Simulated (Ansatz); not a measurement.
## N-14 nuclear quadrupole resonance in Si₃N₄ at a changed volume

Cell: a structure deposited in the COD, relaxed with PBE at fixed cell and then changed (volume scaled by 1.02, ions relaxed).

Space group I-43d (No. 220); a = 6.5176 Å.

```
site  Wyckoff  site symmetry       x       y       z
  Si      12b           -4..  0.3750  0.5000  0.7500
   N      16c            .3.  0.2814  0.2814  0.2814
```

One atom of each set is listed; the run and its k-mesh use a cell of 14 atoms with edges of 5.64, 5.64, 5.64 Å.

Level of theory: DFT, PBE, plane waves and PAW, scalar-relativistic, 420 eV cutoff, Γ-centred 6×6×6 k-points, Fermi–Dirac smearing 0.02 eV (Ansatz 0.2.0).

N-14: I = 1, Q = 20.44 mb (year-2017 value). Static lattice, zero field.

**Question.** Predict the zero-field N-14 lines of each site.

**Answer.** For I = 1 the lines are ν± = (3/4)|C_Q|(1 ± η/3) and ν₀ = |C_Q|η/2.

```tsv
site	atoms	V_zz (10²¹ V/m²)	C_Q (MHz)	η	line frequencies (MHz)
N	8	-5.94	-2.93	0.00	2.20
```

An axis of threefold or higher order runs through N, so V_zz lies along it and η is zero.

The relaxation (2 steps) took 5.9 s of wall time (21 s of CPU time) and 0.5 GiB at its peak, on 4 threads of Arm Neoverse V1 (aarch64; 8 cores open to the job, memory cap 8.0 GiB, no GPU), a shared host with a load of 0.5 a core.
